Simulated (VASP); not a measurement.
Runs of VASP 6.6.1 on Li. The structure is cubic, space group Im-3m (No. 229). Conventional cell: a = 3.421 Å, b = 3.421 Å, c = 3.421 Å, α = 90.00°, β = 90.00°, γ = 90.00°. Li (site symmetry m-3m) has 8 Li at 2.96 Å as nearest neighbours. 

| level | potentials or basis | gap on the mesh (eV) | pressure (GPa) | relaxed volume (Å³/atom) |
| --- | --- | --- | --- | --- |
| PBE | VASP PAW PBE potentials, release 64 (Li_sv) | none | 0.0 | 20.04 |
| PBE+D3(BJ) | VASP PAW PBE potentials, release 64 (Li_sv) | none | 0.0 | 18.18 |
| PBEsol | VASP PAW PBE potentials, release 64 (Li_sv) | none | 0.0 | 19.99 |
| r2SCAN | VASP PAW PBE potentials, release 64 (Li_sv) | none | 0.0 | - |
| LDA | VASP PAW LDA potentials, release 64 (Li_sv) | none | 0.0 | (a) |

Alike in all rows: task relaxation of cell and atoms; no spin polarisation; cell relaxed; k mesh 18 × 18 × 18; cutoff (eV) 600; smearing methfessel-paxton 0.1 eV.

Task: Estimate the missing entries.

Result: (a) 18.82.

Caveats: the cutoff is under 1.25 times the usual one of these potentials, so pressure, stress and relaxed cells hold a basis-set (Pulay) error; the PAW data sets were made with another functional, which shifts forces and pressure a little (some runs); pairwise dispersion overbinds metals, which lowers pressure and volume (some runs); the relaxation stopped at its first step, so nothing moved (some runs).

A gap of «none» marks a metal or a gap under the smearing width.
